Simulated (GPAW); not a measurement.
Runs of GPAW 26.7.0 on Co. The structure is hexagonal, space group P6_3/mmc (No. 194). The conventional cell has a = 2.472 Å, b = 2.472 Å, c = 4.021 Å, α = 90.00°, β = 90.00°, γ = 120.00°. Around Co (site symmetry -6m2) lie 12 Co at 2.47 Å. 

```csv
task,level,potentials or basis,cell,k mesh,optimizer,fmax,max steps,band path,band points,gap on the mesh (eV),pressure (GPa),moment (μB),relaxed volume (Å³/atom)
relaxation of cell and atoms,PBE,"GPAW PAW data sets (gpaw-data 1.2.1), pw",relaxed,9 × 9 × 5,LBFGS,0.05 eV/Å,60,-,-,none,0.1,3.08,10.80
relaxation of cell and atoms,PBEsol+D4,"PAW data sets generated in the run's folder for this functional, pw",relaxed,9 × 9 × 5,BFGS,0.01 eV/Å,60,-,-,none,-0.1,3.03,10.23
single point,PBE,"GPAW PAW data sets (gpaw-data 1.2.1), pw",as given,12 × 12 × 7,-,-,-,-,-,none,4.8,(b),-
relaxation of cell and atoms,PBEsol,"PAW data sets generated in the run's folder for this functional, pw",relaxed,9 × 9 × 5,BFGS,0.02 eV/Å,40,-,-,none,-0.1,3.05,(a)
band structure,optPBE-vdW,"GPAW PAW data sets (gpaw-data 1.2.1), pw",as given,9 × 9 × 5,-,-,-,"GMKGALHA,LM,KH",60,-,-,3.05,-
```

Alike in all rows: spin collinear, ferromagnetic start; cutoff (eV) 600; smearing fermi-dirac 0.05 eV.

Q: Estimate the missing entries.

A: (a) 10.37; (b) 3.21.

Caveats: each step starts from the last one's moments, so a moment once lost doesn't come back (some runs); later steps reuse the first step's grids (some runs); pairwise dispersion overbinds metals, which lowers pressure and volume (some runs); the PAW data sets were made with another functional, which shifts forces and pressure a little (some runs).

A gap of «none» marks a metal or a gap under the smearing width.
